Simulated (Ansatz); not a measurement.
## CuO (Tenorite) under changes of volume

One of the cells (10.163 Å³/atom); the others are scaled copies at fixed shape and fractional positions:

```
Cu O
1.0
     2.34465   -1.71340    0.00000
     2.34465    1.71340    0.00000
    -0.86055    0.00000    5.05944
Cu O
2 2
Cartesian
  0.7420 -0.8457 2.5297
  1.1723 0.8457 0.0000
  1.6421 0.2841 3.8133
  2.0724 -0.2841 1.2836
```

- Program: Ansatz 0.2.0
- Functional: LDA
- Potentials or basis: Ansatz PAW
- Cutoff: 420 eV (not typed: the program's choice for these potentials)
- k mesh: 10 × 10 × 5
- Occupations: fermi-dirac, width 0.05 eV
- Spin: no spin polarisation

```tsv
volume (Å³/atom)	energy over the lowest point (meV/atom)	pressure (GPa)	largest force (eV/Å)
9.553	0.00	2.0	0.858
9.756	0.23	-2.3	0.806
9.959	?	?	?
10.163	15.73	-9.6	0.790
10.366	29.86	-12.6	0.792
10.569	47.62	-15.3	0.799
10.772	68.55	-17.7	0.809
```

Question: What does the run at 9.959 Å³/atom give?

Answer: Energy over the lowest point 5.70 meV/atom; pressure -6.1 GPa; largest force 0.794 eV/Å.

Worked out: A Birch-Murnaghan fit of order 3 (a polynomial in V^(-2/3)) to the other rows has its minimum at 9.65 Å³/atom with B0 = V·E''(V) = 208 GPa and B' = 4.7 at fixed shape and positions, which overstates the stiffness. It gives 5.65 meV/atom at 9.959 Å³/atom, against the run's 5.70, and -dE/dV = -6.2 GPa, against -6.1.

Energies are extrapolated to zero smearing.

Caveats: the run has no spin polarisation, though such a crystal can be magnetic; the PAW data sets come from PBE, with cores solved anew for the run's functional, which leaves a small shift of forces and pressure.
